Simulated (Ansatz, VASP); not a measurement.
**Os: VASP beside Ansatz**

File INCAR:

```
SYSTEM = Os
PREC = Accurate
ENCUT = 520
EDIFF = 1E-6
ISMEAR = -1
SIGMA = 0.1
LREAL = .False.
LASPH = .True.
NELM = 60
ALGO = Normal
ISIF = 2
LWAVE = .False.
LCHARG = .False.
GGA = RE
NBANDS = 10
```

The input KPOINTS:

```
Automatic mesh
0
Gamma
  16 16 16
  0 0 0
```

The input POSCAR:

```
Os
1.0
   -1.5907144567      1.5907144567      1.5907144567
    1.5907144567     -1.5907144567      1.5907144567
    1.5907144567      1.5907144567     -1.5907144567
Os
1
Direct
    0.0000000000      0.0000000000      0.0000000000
```

Input for Ansatz:

```yaml
crystal:
  lattice:
    - [-1.5907144567, 1.5907144567, 1.5907144567]
    - [1.5907144567, -1.5907144567, 1.5907144567]
    - [1.5907144567, 1.5907144567, -1.5907144567]
  atoms:
    - { symbol: Os, position: [0.0, 0.0, 0.0] }
hamiltonian:
  xc: revpbe
  pseudopotentials:
    kind: paw
    azcp:
      Os: "pseudopotentials/Os.paw.azcp"
basis:
  ecutwfc: 420
  fft_grid_basis: typed
kpoints:
  mp_grid: { grid: [16, 16, 16], shift: [0, 0, 0] }
magnetization:
  spin_polarized: false
scf:
  occupations: { method: fermi_dirac, width: 0.1 }
  lower_state_search: "off"
output:
  stress: true
```

Alike in both runs: task single point; functional revPBE; k mesh 16 × 16 × 16; occupations fermi-dirac, width 0.1 eV; no spin polarisation.

|  | VASP | Ansatz |
| --- | --- | --- |
| version | VASP 6.6.1 | Ansatz 0.2.0 |
| potentials or method | VASP PAW PBE potentials, release 64 (Os) | plane waves (420 eV) with PAW, scalar-relativistic |
| plane-wave cutoff (eV) | 520 | 420 |
| valence electrons in the cell | 8 | 16 |

Ansatz gave:

| Quantity | Value |
| --- | --- |
| pressure (GPa) | -21.7 |

Which values does VASP return?

Pressure (GPa): -22.0.

The two sets of potentials don't hold the same shells in valence.

Caveats: so large a pressure means that the cell lies far from this level's equilibrium, or that cutoff or potentials fall short (VASP); the potentials were made for another functional, which shifts forces and pressure (VASP). The runs have no spin-orbit coupling, so splittings on Os are missing.
